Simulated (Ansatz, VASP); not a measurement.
## One calculation of RbBr, two programs

File INCAR:

```
SYSTEM = RbBr
PREC     = Accurate       ! precision mode
ENCUT    = 520            ! plane-wave cutoff, eV
EDIFF    = 1E-6           ! SCF threshold, eV
ISMEAR   = 0              ! smearing method
SIGMA    = 0.01           ! smearing width, eV
LREAL    = .False.        ! projectors in reciprocal space
LASPH    = .True.         ! aspherical terms in the spheres
NELM     = 100            ! most SCF steps
ALGO     = Normal         ! electronic algorithm
ISIF     = 2              ! what is computed and relaxed
LWAVE    = .False.        ! write WAVECAR
LCHARG   = .False.        ! write CHGCAR
GGA      = PE             ! functional
NBANDS   = 15             ! bands
```

The input KPOINTS:

```
regular mesh
0
Gamma
  4 4 4
  0 0 0
```

File POSCAR:

```
RbBr
1.0
    0.0000000000      3.4608260448      3.4608260448
    3.4608260448      0.0000000000      3.4608260448
    3.4608260448      3.4608260448      0.0000000000
Rb Br
1 1
Direct
    0.0000000000      0.0000000000      0.0000000000
    0.5000000000      0.5000000000      0.5000000000
```

Input for Ansatz:

```yaml
crystal:
  lattice:
    - [0.0, 3.4608260448, 3.4608260448]
    - [3.4608260448, 0.0, 3.4608260448]
    - [3.4608260448, 3.4608260448, 0.0]
  atoms:
    - { symbol: Rb, position: [0.0, 0.0, 0.0] }
    - { symbol: Br, position: [0.5, 0.5, 0.5] }
kpoints:
  mp_grid: { grid: [4, 4, 4] }
hamiltonian:
  xc: pbe
scf:
  occupations: { method: fixed }
  n_extra_bands: 4
output:
  forces: true
  stress: true
  eigenvalues: true
  write_density: true
  write_potential: true
  elf: true
  volumetric_format: npy
```

The cell was built by a generator and needn't be a form met in nature.

Alike in both runs: task single point; functional PBE; k mesh 4 × 4 × 4; no spin polarisation.

|  | VASP | Ansatz |
| --- | --- | --- |
| version | VASP 6.6.1 | Ansatz 0.2.0 |
| potentials or method | VASP PAW PBE potentials, release 64 (Rb_sv, Br) | plane waves, PAW |
| plane-wave cutoff (eV) | 520 | 420 |
| occupations | gaussian, width 0.01 eV | fixed |
| valence electrons in the cell | 16 | 16 |

|  | VASP | Ansatz | Ansatz less VASP |
| --- | --- | --- | --- |
| gap on the k mesh at the Fermi level (eV) | 4.29 | 4.29 | +0.003 |
| pressure (GPa) | 0.6 | 0.5 | -0.02 |
